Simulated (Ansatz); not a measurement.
input.yaml (Ansatz)

```yaml
crystal:
  lattice:
    - [-1.5832808005, 1.583429342, 1.2083141545]
    - [1.583429342, -1.5832808005, 1.2083141545]
    - [2.968915384, 2.968915384, -1.2080421004]
  atoms:
    - { symbol: Fe, position: [1.73639e-05, 0.9999826361, 1.0], spin: 2.635 }
    - { symbol: Fe, position: [0.7499826361, 0.2500173639, 0.5], spin: 2.635 }
hamiltonian:
  xc: rpbe
  pseudopotentials:
    kind: paw
    azcp:
      Fe: "pseudopotentials/Fe.paw.azcp"
basis:
  ecutwfc: 420
  fft_grid_basis: typed
kpoints:
  mp_grid: { grid: [17, 17, 8], shift: [0, 0, 0] }
magnetization:
  spin_polarized: true
scf:
  occupations: { method: fermi_dirac, width: 0.05 }
  lower_state_search: "off"
output:
  stress: true
  write_density: true
  write_potential: true
  elf: true
  volumetric_format: npy
```

Output

```
Engine: ansatz 0.2.0, aarch64-unknown-linux-gnu
Pseudopotentials: kind: paw
Pseudopotential: Fe, paw, valence charge 16, recommended cutoff 420 eV (normal) 
Functional definition: RPBE
  parameter kappa = 0.804
  parameter beta = 0.06672455060314922
  exchange = rpbe_x(kappa = kappa, mu = beta*pi^2/3)
  correlation = pbe_c(beta = beta)
Crystal: 2 atoms, lattice volume = 22.721 Å³
Basis set: ecut = 420 eV, 441 PW (Γ)
Bands: 23, of which v1, the nominal top of the filled ones, is band 16 counted from 1 (15 counted from 0)
Symmetry: 4 space group operations
Space group: C2/c (ITA 15), of the structure as read, at distance tolerance 2.8e-5 Å
Magnetic group: BNS 15.85 (UNI 92), of the structure as read, at distance tolerance 2.8e-5 Å
k-points: 621 of 2312
Non-local potential: Fe, projectors of the file, l = 0: 3, l = 1: 2, l = 2: 3, l = 3: 1
PAW form: soft (Blöchl's): semilocal exchange-correlation on the pseudo side does not see the compensation charge
PAW frozen core: Fe, regenerated for the run's functional, and the local potential with it (the file was generated under x = pbe(κ = 0.804, μ = 0.2195149727645171), c = pbe(β = 0.06672455060314922))
PAW one-centre angular grid: Fe, 590 points (default); XC on 64 Gauss nodes
Initial density: superposition of atomic densities (chi_scale 0.1, normalization cell)
Starting moments: Σ|m| = 5.27 μB on 2 of 2 sites
Initial wavefunctions: pseudopotential atomic-orbital guess
Functional: x = rpbe, c = pbe(β = 0.06672455060314922)
iter 1 solved again at ethr=1.51e-3 eV; its pass at ethr=3.10e-3 eV (dr2=4.82e-1 eV) is discarded
SCF iter   1: F=—  HF=-8969.970901 eV  |F-HF|=—  |Δ(HF+E_count)|=         —  Δρ=3.95e-2 (↑3.32e-2 ↓3.95e-2)  dr2=4.83e-1  dr2_m=9.04e-2  M=4.734 μB ∫|m|=4.757 μB  β_m=0.30  ethr=1.51e-3  ⟨swp⟩=1.0  Hψ=145732  notcnv=0
SCF iter   2: F=—  HF=-8970.078413 eV  |F-HF|=—  |Δ(HF+E_count)|=   1.08e-1  Δρ=2.80e-2 (↑1.28e-2 ↓2.80e-2)  dr2=1.16e-1  dr2_m=5.36e-2  M=4.768 μB ∫|m|=4.823 μB  β_m=1.00  ethr=1.51e-3  ⟨swp⟩=2.0  Hψ=37145  notcnv=0
SCF iter   3: F=—  HF=-8970.190427 eV  |F-HF|=—  |Δ(HF+E_count)|=   1.12e-1  Δρ=1.20e-2 (↑6.61e-3 ↓1.20e-2)  dr2=1.02e-2  dr2_m=1.45e-2  M=4.760 μB ∫|m|=4.922 μB  β_m=1.00  ethr=3.62e-4  ⟨swp⟩=2.0  Hψ=50193  notcnv=0  defer=10
SCF iter   4: F=—  HF=-8970.208357 eV  |F-HF|=—  |Δ(HF+E_count)|=   1.79e-2  Δρ=5.87e-3 (↑5.87e-3 ↓1.63e-3)  dr2=2.91e-3  dr2_m=2.57e-3  M=4.778 μB ∫|m|=4.974 μB  β_m=1.00  ethr=3.19e-5  ⟨swp⟩=2.9  Hψ=60380  notcnv=0  defer=292
SCF iter   5: F=—  HF=-8970.232416 eV  |F-HF|=—  |Δ(HF+E_count)|=   2.41e-2  Δρ=3.03e-3 (↑3.03e-3 ↓8.60e-4)  dr2=9.67e-4  dr2_m=5.95e-4  M=4.788 μB ∫|m|=4.997 μB  β_m=1.00  ethr=9.08e-6  ⟨swp⟩=1.7  Hψ=34224  notcnv=0  defer=292
SCF iter   6: F=—  HF=-8970.249342 eV  |F-HF|=—  |Δ(HF+E_count)|=   1.69e-2  Δρ=1.60e-3 (↑1.60e-3 ↓6.55e-4)  dr2=2.42e-4  dr2_m=2.12e-4  M=4.797 μB ∫|m|=5.012 μB  β_m=0.30  ethr=3.02e-6  ⟨swp⟩=2.4  Hψ=45322  notcnv=0  defer=293
Mixer restart at iter 6: flushing history
spin-set hold released at iteration 6 (site moments contracting): the magnetisation degrees of freedom join the quasi-Newton model from the next iteration; the mixer history was flushed
SCF iter   7: F=—  HF=-8970.260225 eV  |F-HF|=—  |Δ(HF+E_count)|=   1.09e-2  Δρ=1.62e-3 (↑1.62e-3 ↓1.07e-3)  dr2=8.85e-5  dr2_m=3.46e-4  M=4.804 μB ∫|m|=5.021 μB  β_m=0.65  ethr=7.56e-7  ⟨swp⟩=2.1  Hψ=45904  notcnv=0  defer=293
SCF iter   8: F=—  HF=-8970.271778 eV  |F-HF|=—  |Δ(HF+E_count)|=   1.16e-2  Δρ=1.74e-3 (↑1.74e-3 ↓9.66e-4)  dr2=1.05e-4  dr2_m=3.69e-4  M=4.829 μB ∫|m|=5.055 μB  β_m=0.82  ethr=2.77e-7  ⟨swp⟩=2.1  Hψ=51605  notcnv=0  defer=293
SCF iter   9: F=—  HF=-8970.272148 eV  |F-HF|=—  |Δ(HF+E_count)|=   3.71e-4  Δρ=1.54e-3 (↑1.54e-3 ↓1.43e-3)  dr2=1.25e-3  dr2_m=1.91e-6  M=4.829 μB ∫|m|=5.058 μB  β_m=0.62  ethr=2.77e-7  ⟨swp⟩=2.1  Hψ=53489  notcnv=0  defer=308
SCF iter  10: F=—  HF=-8970.271850 eV  |F-HF|=—  |Δ(HF+E_count)|=   2.98e-4  Δρ=3.33e-4 (↑3.33e-4 ↓9.39e-5)  dr2=1.08e-5  dr2_m=8.62e-6  M=4.836 μB ∫|m|=5.065 μB  β_m=0.78  ethr=2.77e-7  ⟨swp⟩=2.0  Hψ=52270  notcnv=0  defer=308
SCF iter  11: F=—  HF=-8970.271851 eV  |F-HF|=—  |Δ(HF+E_count)|=   1.04e-6  Δρ=9.41e-5 (↑9.41e-5 ↓5.06e-5)  dr2=7.02e-7  dr2_m=9.22e-7  M=4.837 μB ∫|m|=5.067 μB  β_m=0.89  ethr=3.39e-8  ⟨swp⟩=1.7  Hψ=34203  notcnv=0  defer=308
iter 12 met the thresholds in force, and the SCF goes on: an eigenvalue changes by 0.52 meV, over its tolerance of 0.50 meV (output.eigenvalues, Limitations)
SCF iter  12: F=-8970.271852 eV  HF=-8970.271852 eV  |F-HF|=4.18e-9  |Δ(HF+E_count)|=   7.79e-7  Δρ=1.30e-5 (↑6.15e-6 ↓1.30e-5)  dr2=1.68e-8  dr2_m=1.37e-8  M=4.837 μB ∫|m|=5.067 μB  β_m=0.94  ethr=3.13e-10  ⟨swp⟩=7.4  Hψ=176441  notcnv=0
SCF iter  13: F=-8970.271852 eV  HF=-8970.271852 eV  |F-HF|=6.77e-10  |Δ(HF+E_count)|=   2.00e-8  Δρ=2.99e-6 (↑2.99e-6 ↓2.11e-6)  dr2=1.16e-9  dr2_m=5.80e-10  M=4.838 μB ∫|m|=5.068 μB  ethr=5.25e-11  ⟨swp⟩=5.4  Hψ=147184  notcnv=0
SCF 1 converged in 13 iterations: F = -8970.271852 eV  dr2 = 1.16e-9
SCF converged after 13 iterations
an eigenvalue changed by more than its tolerance at an iteration that met the thresholds in force, so the SCF went on 1 time: the last check found none over its tolerance
Magnetization: 4.8376 μB (18.4188 up, 13.5812 down)
Absolute magnetization: 5.0678 μB (∫|ρ↑−ρ↓|, with the PAW one-centre terms)
Spin contamination: 0.0822 ħ² per cell (⟨S²⟩ above its minimum at these occupations)
Per-site moments (μB) at R_I (Å): [(2.4551062116908726, 0.9968591812287549), (2.4551062116908726, 0.9968591812287549)]
Free energy (F): -8970.271852 eV
Harris-Foulkes:  -8970.271852 eV  (|F-HF|=6.77e-10)
Internal energy: -8970.258354 eV  (E = F + TS)
E sigma→0 (E₀):  -8970.265103 eV
Entropy (-TS):   -0.013499 eV (-6.749 meV/atom)
Fermi energy:    18.784074 eV
--- Per-component energies (eV) ---
  E_band       = -418.451199
  E_kinetic    = 701.107392
  E_local      = -4142.299570  (includes V_loc(G=0)·N_el)
  E_nonlocal   = 437.938848
  E_hartree    = 1743.863789
  E_xc         = -236.004929
  E_vxc        = -303.468234  (∫ρ·V_xc dr)
  E_paw        = -2743.923460  (= ΣΔE_a)
  E_vpaw       = -599.457292  (= ΣTr[D̂ρ^β])
  E_aug_tail   = 0.001845  (compensation charges beyond the density's cutoff)
  E_ewald      = -4730.846031
  E_core_change = -0.096238  (= ΣΔE_core)
  E_smearing   = -0.013499  (= −TS)
  E_closure    = 0.000000  (closes the sum)
  Σ components = -8970.271852   (vs F -8970.271852, Δ=0.00e0)
--- Stress (GPa, compression-positive) ---
       15.238823      -0.948010      -0.001718
       -0.948010      15.238823      -0.001718
       -0.001716      -0.001716      12.690735
  P = ⅓ Tr σ = 14.3895 GPa (143.895 kbar)
--- Band table (eV; the first three rows and the last of 1242) ---
  k-point 0 ↑: bands = ["-69.5890", "-69.5160", "-35.7678", "-35.3814", "-35.3452", "-35.3050", "-35.2895", "-35.2870", "10.1299", "13.7810", "15.9045", "16.0795", "16.7282", "16.8057", "16.8525", "16.8607", "17.6317", "17.6640", "18.3424", "18.4675", "25.0271", "38.7647", "41.6223"]
  k-point 1 ↑: bands = ["-69.5863", "-69.5188", "-35.7520", "-35.3797", "-35.3616", "-35.3125", "-35.2860", "-35.2849", "10.2778", "13.7323", "15.8632", "16.0780", "16.6795", "16.8156", "16.8540", "16.9052", "17.5779", "17.7159", "17.8674", "18.4586", "25.8090", "38.9192", "40.5453"]
  k-point 2 ↑: bands = ["-69.5784", "-69.5267", "-35.7069", "-35.4081", "-35.3743", "-35.3259", "-35.2833", "-35.2795", "10.7099", "13.5243", "15.7741", "16.0895", "16.5602", "16.6395", "16.8565", "16.9923", "17.1805", "17.4387", "17.8512", "18.4201", "27.6710", "38.1766", "39.3348"]
  k-point 620 ↓: bands = ["-66.5993", "-66.5993", "-32.8860", "-32.8860", "-32.5443", "-32.5443", "-32.5076", "-32.5076", "15.1125", "15.1125", "16.8685", "16.8685", "19.3523", "19.3523", "20.3992", "20.3992", "21.3157", "21.3157", "21.4008", "21.4008", "27.9342", "27.9342", "36.5154"]
```

Launched by

```sh
ansatz run input.yaml --threads 2 --pin off --max-ram 5120MiB --backend cpu --events-out ev --progress --plain --runs-dir out
```

On 2 threads of Arm Neoverse V2 (shared host) this took about 32 s of wall time and 63 s of CPU time.
